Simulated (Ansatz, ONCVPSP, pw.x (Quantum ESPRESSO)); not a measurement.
## What a changed setting does to a pw.x run (fcc Ta)

Potential: optimised norm-conserving Vanderbilt (ONCV), ONCVPSP 4.0.1.1 (patched build), PBE; core [Kr] 4d10 4f14, reference 5s2 5p6 5d3 6s2; waves: 5s+6s: rc 1.75 bohr, ncon 3, nbas 7, qcut 4.2 1/bohr, 2 projectors; 5p: rc 1.75 bohr, ncon 4, nbas 8, qcut 7.1 1/bohr, 2 projectors, debl 3.8 Ha; 5d: rc 1.75 bohr, ncon 5, nbas 9, qcut 9.3 1/bohr, local; local part: the d channel; core correction: Teter function, fcfact 4, rcfact 1.

The reference run (k-mesh 13³, cutoffs 110/440 Ry, Fermi–Dirac 0.01 Ry, mixing_beta 0.4, conv_thr 1e-9, no spin) gives -2.22 GPa at 18.931 Å³/atom, where all-electron LAPW gives -0.85 GPa. This run, with its own iteration cap, changes smearing to mp.

```
&control
  calculation='scf', prefix='x', pseudo_dir='./', outdir='./tmp', tstress=.true., disk_io='none'
/
&system
  ibrav=0, nat=1, ntyp=1, ecutwfc=110, ecutrho=440, nbnd=14,
  occupations='smearing', smearing='mp', degauss=0.01
/
&electrons
  conv_thr=1e-09, mixing_beta=0.4, electron_maxstep=50
/
ATOMIC_SPECIES
Ta 1.0 Ta.UPF
CELL_PARAMETERS angstrom
  0.00000000 2.11534489 2.11534489
  2.11534489 0.00000000 2.11534489
  2.11534489 2.11534489 0.00000000
ATOMIC_POSITIONS crystal
Ta 0.0000 0.0000 0.0000
K_POINTS automatic
13 13 13 0 0 0
```

```bash
pw.x < Ta.scf.in > Ta.scf.out
```

Question: How does the run end?

Answer: It converges in 8 iterations; the free energy moves by +34.8 meV/atom and the pressure by -0.19 GPa. This scheme is built to cancel the term in the square of the width that Fermi–Dirac smearing leaves in the F of a metal.

```
Message from routine setup:
     using ibrav=0 with symmetry is DISCOURAGED, use correct ibrav instead
     lattice parameter (alat)  =       5.6532  a.u.
     unit-cell volume          =     127.7527 (a.u.)^3
     number of electrons       =        13.00
     number of Kohn-Sham states=           14
     kinetic-energy cutoff     =     110.0000  Ry
     charge density cutoff     =     440.0000  Ry
     scf convergence threshold =      1.0E-09
     Exchange-correlation= PBE
     number of k points=    84  Methfessel-Paxton smearing, width (Ry)=  0.0100
     iteration #  1     ecut=   110.00 Ry     beta= 0.40
     total energy              =    -121.48131927 Ry
     estimated scf accuracy    <       0.03178981 Ry
     iteration #  2     ecut=   110.00 Ry     beta= 0.40
     total energy              =    -121.48126006 Ry
     estimated scf accuracy    <       0.00568024 Ry
     iteration #  3     ecut=   110.00 Ry     beta= 0.40
     total energy              =    -121.48193285 Ry
     estimated scf accuracy    <       0.00029792 Ry
     iteration #  4     ecut=   110.00 Ry     beta= 0.40
     total energy              =    -121.48195095 Ry
     estimated scf accuracy    <       0.00000756 Ry
     iteration #  5     ecut=   110.00 Ry     beta= 0.40
     total energy              =    -121.48195271 Ry
     estimated scf accuracy    <       0.00000034 Ry
     iteration #  6     ecut=   110.00 Ry     beta= 0.40
     total energy              =    -121.48195276 Ry
     estimated scf accuracy    <          3.7E-09 Ry
     iteration #  7     ecut=   110.00 Ry     beta= 0.40
     total energy              =    -121.48195276 Ry
     estimated scf accuracy    <          3.8E-09 Ry
     iteration #  8     ecut=   110.00 Ry     beta= 0.40
     the Fermi energy is    17.6259 ev
!    total energy              =    -121.48195276 Ry
     estimated scf accuracy    <          8.9E-10 Ry
     smearing contrib. (-TS)   =       0.00006346 Ry
     The total energy is F=E-TS. E is the sum of the following terms:
     one-electron contribution =     -21.76314595 Ry
     hartree contribution      =      15.72060721 Ry
     xc contribution           =     -18.52181488 Ry
     ewald contribution        =     -96.91766260 Ry
     convergence has been achieved in   8 iterations
          total   stress  (Ry/bohr**3)                   (kbar)     P=      -24.03
     Message from routine punch:
     Nothing written, as per user request (disk_io='none')
```

The run took about 62 s on one core of a shared host (Neoverse-N1, 64 threads, 124 GiB, load 50).
